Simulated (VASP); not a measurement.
# HgSe (F-43m) in VASP: settings compared

The runs below take HgSe through relaxation of cell and atoms, with PBEsol, r2SCAN.

Everything below comes from runs of VASP 6.6.1. Logs are shortened: lines on timing, memory, paths and dates and some standing lists are left out, and cuts for length are marked.

### 1 The crystal as given

The structure is cubic, space group F-43m (No. 216). The conventional cell has a = 6.078 Å, b = 6.078 Å, c = 6.078 Å, α = 90.00°, β = 90.00°, γ = 90.00°. Hg (site symmetry -43m) has 4 Se at 2.63 Å as nearest neighbours. Around Se (site symmetry -43m) lie 4 Hg at 2.63 Å.

### 2 Relaxation of cell and atoms, PBEsol

File INCAR:

```
SYSTEM = HgSe
PREC     = Accurate       ! precision mode
ENCUT    = 600            ! plane-wave cutoff, eV
EDIFF    = 1E-6           ! SCF threshold, eV
ISMEAR   = 0              ! smearing method
SIGMA    = 0.03           ! smearing width, eV
LREAL    = .FALSE.        ! projectors in reciprocal space
LASPH    = .TRUE.         ! aspherical terms in the spheres
NELM     = 80             ! most SCF steps
ALGO     = Normal         ! electronic algorithm
ISIF     = 3              ! what is computed and relaxed
LWAVE    = .FALSE.        ! write WAVECAR
LCHARG   = .FALSE.        ! write CHGCAR
GGA      = PS             ! functional
IBRION   = 2              ! ionic algorithm
NSW      = 90             ! ionic steps
EDIFFG   = -0.01          ! ionic threshold
KPAR     = 4
```

File KPOINTS:

```
Automatic mesh
0
G
  10 10 10
  0 0 0
```

File POSCAR:

```
HgSe
1.0
    0.0000000000      3.0390000000      3.0390000000
    3.0390000000      0.0000000000      3.0390000000
    3.0390000000      3.0390000000      0.0000000000
Hg Se
1 1
Direct
    0.0000000000      0.0000000000      0.0000000000
    0.2500000000      0.2500000000      0.2500000000
```

Potentials or basis: VASP PAW PBE potentials, release 64 (Hg, Se).

Run with:

```
$ cat potpaw_PBE.64/Hg/POTCAR potpaw_PBE.64/Se/POTCAR > POTCAR
$ mpirun -np 4 vasp_std > vasp.out
```

OUTCAR:

```text
SYSTEM = HgSe
   PREC = Accurate
   ENCUT = 600
   EDIFF = 1E-6
   ISMEAR = 0
   LREAL = .FALSE.
   LASPH = .TRUE.
   NELM = 80
   ISIF = 3
   GGA = PS
   IBRION = 2
   NSW = 90
   EDIFFG = -0.01

 ion  position               nearest neighbor table
   1  0.000  0.000  0.000-   2 2.63   2 2.63   2 2.63   2 2.63
   2  0.250  0.250  0.250-   1 2.63   1 2.63   1 2.63   1 2.63

  LATTYP: Found a face centered cubic cell.
 ALAT       =     6.0780000000

  Lattice vectors:

 A1 = (   0.0000000000,   3.0390000000,   3.0390000000)
 A2 = (   3.0390000000,   0.0000000000,   3.0390000000)
 A3 = (   3.0390000000,   3.0390000000,   0.0000000000)

Analysis of symmetry for initial positions (statically):
=====================================================================
 Subroutine PRICEL returns:
 Original cell was already a primitive cell.

 Routine SETGRP: Setting up the symmetry group for a
 face centered cubic supercell.

 Subroutine GETGRP returns: Found 24 space group operations
 (whereof 24 operations were pure point group operations)
 out of a pool of 48 trial point group operations.

The static configuration has the point symmetry T_d .

Analysis of symmetry for dynamics (positions and initial velocities):
=====================================================================
 Subroutine PRICEL returns:
 Original cell was already a primitive cell.

 Routine SETGRP: Setting up the symmetry group for a
 face centered cubic supercell.

 Subroutine GETGRP returns: Found 24 space group operations
 (whereof 24 operations were pure point group operations)
 out of a pool of 48 trial point group operations.

The dynamic configuration has the point symmetry T_d .

 Subroutine INISYM returns: Found 24 space group operations
 (whereof 24 operations are pure point group operations),
 and found     1 'primitive' translations

----------------------------------------------------------------------------------------

                                     Primitive cell

  volume of cell :      56.1335

  direct lattice vectors                    reciprocal lattice vectors
     0.000000000  3.039000000  3.039000000    -0.164527805  0.164527805  0.164527805
     3.039000000  0.000000000  3.039000000     0.164527805 -0.164527805  0.164527805
     3.039000000  3.039000000  0.000000000     0.164527805  0.164527805 -0.164527805

  length of vectors
     4.297795016  4.297795016  4.297795016     0.284970518  0.284970518  0.284970518

  position of ions in fractional coordinates (direct lattice)
     0.000000000  0.000000000  0.000000000
     0.250000000  0.250000000  0.250000000

  ion indices of the primitive-cell ions
   primitive index   ion index
                 1           1
                 2           2

----------------------------------------------------------------------------------------

 KPOINTS: Automatic mesh

Automatic generation of k-mesh.
 Grid dimensions read from file:
 generate k-points for:   10   10   10

 Generating k-lattice:

  Cartesian coordinates                     Fractional coordinates (reciprocal lattice)
    -0.016452781  0.016452781  0.016452781     0.100000000  0.000000000  0.000000000
     0.016452781 -0.016452781  0.016452781     0.000000000  0.100000000  0.000000000
     0.016452781  0.016452781 -0.016452781     0.000000000  0.000000000  0.100000000

  Length of vectors
     0.028497052  0.028497052  0.028497052

  Shift w.r.t. Gamma in fractional coordinates (k-lattice)
     0.000000000  0.000000000  0.000000000

 Subroutine IBZKPT returns following result:
 ===========================================

 Found     47 irreducible k-points:

 Following reciprocal coordinates:
            Coordinates               Weight
  0.000000  0.000000  0.000000      1.000000
  0.100000  0.000000  0.000000      8.000000
  0.200000  0.000000  0.000000      8.000000
  0.300000  0.000000  0.000000      8.000000
  0.400000  0.000000  0.000000      8.000000
  0.500000  0.000000  0.000000      4.000000
[... 16 lines left out ...]
  0.300000  0.300000  0.000000      6.000000
  0.400000  0.300000  0.000000     24.000000
 [... further k-points ...]
   k-points           NKPTS =     47   k-points in BZ     NKDIM =     47   number of bands    NBANDS=     13
   number of dos      NEDOS =    301   number of ions     NIONS =      2
   total plane-waves  NPLWV =  46656
   dimension x,y,z NGX =    36 NGY =   36 NGZ =   36
   dimension x,y,z NGXF=    72 NGYF=   72 NGZF=   72
   ions per type =               1   1
   NGX,Y,Z   is equivalent  to a cutoff of  13.93, 13.93, 13.93 a.u.
   NGXF,Y,Z  is equivalent  to a cutoff of  27.85, 27.85, 27.85 a.u.
 SYSTEM =  HgSe
   PREC   = accura    normal or accurate (medium, high low for compatibility)
   ISTART =      0    job   : 0-new  1-cont  2-samecut
   ICHARG =      2    charge: 1-file 2-atom 10-const
   ISPIN  =      1    spin polarized calculation?
   LNONCOLLINEAR =      F non collinear calculations
   LSORBIT =      F    spin-orbit coupling
   LASPH  =      T    aspherical Exc in radial PAW
   ENCUT  =  600.0 eV  44.10 Ry    6.64 a.u.   8.58  8.58  8.58*2*pi/ulx,y,z
   NELM   =     80;   NELMIN=  2; NELMDL= -5     # of ELM steps
   EDIFF  = 0.1E-05   stopping-criterion for ELM
   LREAL  =      F    real-space projection
   EDIFFG = -.1E-01   stopping-criterion for IOM
   NSW    =     90    number of steps for IOM
   IBRION =      2    ionic relax: 0-MD 1-quasi-New 2-CG
   NFREE  =      1    steps in history (QN), initial steepest desc. (CG)
   ISIF   =      3    stress and relaxation
   ISYM   =      2    0-nonsym 1-usesym 2-fastsym
   POTIM  = 0.5000    time-step for ionic-motion
   TEBEG  =    0.0;   TEEND  =   0.0 temperature during run
   PSTRESS=    0.0 pullay stress
   NELECT =      18.0000    total number of electrons
   NUPDOWN=      -1.0000    fix difference up-down
   EMIN   =  10.00;   EMAX   =-10.00  energy-range for DOS
   EFERMI =   0.00;   METHOD = LEGACY
   ISMEAR =     0;   SIGMA  =   0.03  broadening in eV -4-tet -1-fermi 0-gaus
   EFERMI_NEDOS =   21; number of points for ismear=-14 and -15
   IALGO  =     38    algorithm
   IMIX   =      4    mixing-type and parameters
     AMIX     =   0.40;   BMIX     =  1.00
     AMIX_MAG =   1.60;   BMIX_MAG =  1.00
  volume/ion in A,a.u.               =      28.07       189.40
  Fermi-wavevector in a.u.,A,eV,Ry     =   1.120534  2.117502 17.083421  1.255596
  Thomas-Fermi vector in A             =   2.257181
   LORBIT       =      0    0 simple, 1 ext, 2 COOP (PROOUT), +10 PAW based schemes
   GGA     = PS    functional components
   LHFCALC =     F    Hartree Fock is set to
   AEXX    =    0.0000 exact exchange contribution
   IVDW    =     0    specifies the selected vdW correction
   LEPSILON=     F    determine dielectric tensor
   LRPA    =     F    only Hartree local field effects (RPA)
 conjugate gradient relaxation of ions
 non-spin polarized calculation
 Gauss-broadening in eV      SIGMA  =   0.03
  energy-cutoff  :      600.00
  volume of cell :       56.13
 maximum number of plane-waves:      1895
 NGX is ok and might be reduce to    36
   NGX = 17   NGY = 17   NGZ = 17

--------------------------------------- Ionic step        1  -------------------------------------------

 number of electron      17.9999998 magnetization

 Free energy of the ion-electron system (eV)
  ---------------------------------------------------
  ext. energy  EPLUGINS =         0.00000000
  ---------------------------------------------------
  free energy    TOTEN  =        -4.79964314 eV

  energy without entropy =       -4.79959686  energy(sigma->0) =       -4.79962000

------------------------ aborting loop because EDIFF is reached ----------------------------------------

  FORCE on cell =-STRESS in cart. coord.  units (eV):
  Direction    XX          YY          ZZ          XY          YZ          ZX
  --------------------------------------------------------------------------------------
  -------------------------------------------------------------------------------------
  Total        0.6484433      0.6484433      0.6484433      0.0000000     -0.0000000     -0.0000000
  in kB       18.5080417     18.5080417     18.5080417      0.0000000     -0.0000000     -0.0000000
  external PRESSURE =      18.5080417 kB  Pullay stress =       0.0000000 kB
[... 57 lines left out ...]
  energy  without entropy=       -4.8085706078  energy(sigma->0) =       -4.80859375

--------------------------------------- Ionic step        3  -------------------------------------------

 number of electron      17.9999999 magnetization

 Free energy of the ion-electron system (eV)
  ---------------------------------------------------
  ext. energy  EPLUGINS =         0.00000000
  ---------------------------------------------------
  free energy    TOTEN  =        -4.81027610 eV

  energy without entropy =       -4.81022982  energy(sigma->0) =       -4.81025296

 E-fermi :   1.3248     XC(G=0):  -9.1099

 val. band max:        1.3157018294   @ k =   0.0000   0.0000   0.0000
 cond. band min:       1.7332429901   @ k =   0.1000   0.0000   0.0000
 fundamental gap:      0.4175411607
 Fermi energy:         1.3248389559

 k-point     1 :       0.0000    0.0000    0.0000
  band No.  band energies     occupation
      1     -11.9596      2.00000
      2      -5.6742      2.00000
      3      -5.6742      2.00000
      4      -5.6742      2.00000
      5      -4.9746      2.00000
      6      -4.9746      2.00000
      7       0.2452      2.00000
      8       1.3157      1.33334
      9       1.3157      1.33334
     10       1.3157      1.33333
     11       6.7721      0.00000
     12       6.7721      0.00000
     13       6.7721      0.00000
[... 353 lines left out ...]
 k-point    24 :       0.4000    0.3000    0.0000
  band No.  band energies     occupation
      1     -11.4816      2.00000
      2      -5.5369      2.00000
      3      -5.3300      2.00000
      4      -5.3079      2.00000
      5      -4.9221      2.00000
      6      -4.8951      2.00000
      7      -2.8947      2.00000
      8      -0.5961      2.00000
      9      -0.4319      2.00000
     10       3.9869      0.00000
     11       4.7261      0.00000
     12       8.5062      0.00000
     13       9.4365      0.00000

 [... further k-points ...]
[... 5 lines left out ...]
  --------------------------------------------------------------------------------------
  -------------------------------------------------------------------------------------
  Total        0.0015623      0.0015623      0.0015623      0.0000000      0.0000000     -0.0000000
  in kB        0.0431353      0.0431353      0.0431353      0.0000000      0.0000000     -0.0000000
  external PRESSURE =       0.0431353 kB  Pullay stress =       0.0000000 kB
[... 17 lines left out ...]
  FREE ENERGIE OF THE ION-ELECTRON SYSTEM (eV)
  ---------------------------------------------------
  free  energy   TOTEN  =        -4.8102761007 eV

  energy  without entropy=       -4.8102298215  energy(sigma->0) =       -4.81025296

 reached required accuracy - stopping structural energy minimisation
```

Run time: 19 s. Hardware: 4 MPI ranks of Intel Xeon 6975P-C (Granite Rapids), shared host; peak memory 0.23 GiB.

Results:

```yaml
Free_energy: -4.8103 eV
Relaxed_volume: 29.01 Å³/atom
Relaxed_cell: a = 4.346 Å, b = 4.346 Å, c = 4.346 Å, α = 60.00°, β = 60.00°, γ = 60.00°
Space_group_after_relaxing_to_0.05_Å: F-43m (No. 216)
Energy_gained_by_relaxing: 5.3 meV/atom
Ionic_steps: 3
Pressure_after_relaxing: 0.0 GPa
Band_gap_on_the_k_mesh: none (metal or under the smearing width)
```

The path:
| step | energy change (eV) | largest force (eV/Å) | pressure (GPa) | volume (Å³) |
| --- | --- | --- | --- | --- |
| 1 | 0.0000 | 0.0000 | 1.85 | 56.13 |
| 2 | -0.0090 | 0.0000 | -0.67 | 58.81 |
| 3 | -0.0106 | 0.0000 | 0.00 | 58.03 |

Final structure:
```
CELL_PARAMETERS angstrom
0.00000 3.07281 3.07281
3.07281 0.00000 3.07281
3.07281 3.07281 0.00000
ATOMIC_POSITIONS crystal
Hg 0.00000 0.00000 0.00000
Se 0.25000 0.25000 0.25000
```

Levels at points of the mesh, in eV from the Fermi level:
```tsv
k point	band 5	band 6	band 7	band 8	band 9	band 10	band 11	band 12	band 13
(0.00, 0.00, 0.00)	-6.30	-6.30	-1.08	-0.01	-0.01	-0.01	5.45	5.45	5.45
(0.50, 0.00, 0.00)	-6.26	-6.00	-5.37	-0.93	-0.93	1.02	6.18	6.18	6.81
(0.50, 0.50, 0.00)	-6.19	-5.96	-4.99	-2.21	-2.21	2.68	2.93	8.25	9.61
```

Caveat: the PAW data sets were made with another functional, which shifts forces and pressure a little. The run has no spin-orbit coupling, so splittings on Hg are missing.

### 3 Relaxation of cell and atoms, PBEsol

This run uses another cell than the first one, of 29.01 Å³/atom, 1.034 times its volume.

Edit INCAR of step 2 so:

```diff
@@ -3,3 +3,3 @@
 ENCUT    = 600            ! plane-wave cutoff, eV
-EDIFF    = 1E-6           ! SCF threshold, eV
+EDIFF    = 1E-7           ! SCF threshold, eV
 ISMEAR   = 0              ! smearing method
@@ -16,3 +16,3 @@
 NSW      = 90             ! ionic steps
-EDIFFG   = -0.01          ! ionic threshold
+EDIFFG   = -0.005         ! ionic threshold
 KPAR     = 4
```

KPOINTS is that of step 2.

File POSCAR:

```
HgSe                                    
1.0
    0.0000000000      3.0728100868      3.0728100868
    3.0728100868     -0.0000000000      3.0728100868
    3.0728100868      3.0728100868     -0.0000000000
  Hg              Se            
     1     1
Direct
     0.0000000000000000    0.0000000000000000    0.0000000000000000
     0.2500000000000000    0.2500000000000000    0.2500000000000000
```

Potentials or basis: VASP PAW PBE potentials, release 64 (Hg, Se).

Run with:

```
$ cat potpaw_PBE.64/Hg/POTCAR potpaw_PBE.64/Se/POTCAR > POTCAR
$ mpirun -np 4 vasp_std > vasp.out
```

Wall time 9.8 s (4 MPI ranks of Intel Xeon 6975P-C (Granite Rapids), shared host); peak memory 0.23 GiB.

It converged, with:

```yaml
Free_energy: -4.8105 eV
Pressure_after_relaxing: 0.0 GPa
Band_gap_on_the_k_mesh: none (metal or under the smearing width)
```

Final structure:
```
CELL_PARAMETERS angstrom
0.00000 3.07281 3.07281
3.07281 0.00000 3.07281
3.07281 3.07281 0.00000
ATOMIC_POSITIONS crystal
Hg 0.00000 0.00000 0.00000
Se 0.25000 0.25000 0.25000
```

Levels at points of the mesh, in eV from the Fermi level:
```tsv
k point	band 7	band 8	band 9	band 10	band 11	band 12
(0.00, 0.00, 0.00)	-1.08	-0.01	-0.01	-0.01	5.45	5.45
(0.50, 0.00, 0.00)	-5.37	-0.93	-0.93	1.02	6.18	6.18
(0.50, 0.50, 0.00)	-4.99	-2.21	-2.21	2.68	2.93	8.25
```

Caveat: the relaxation stopped at its first step, so nothing moved; the PAW data sets were made with another functional, which shifts forces and pressure a little.

(Part 1 of 2 ends here.)
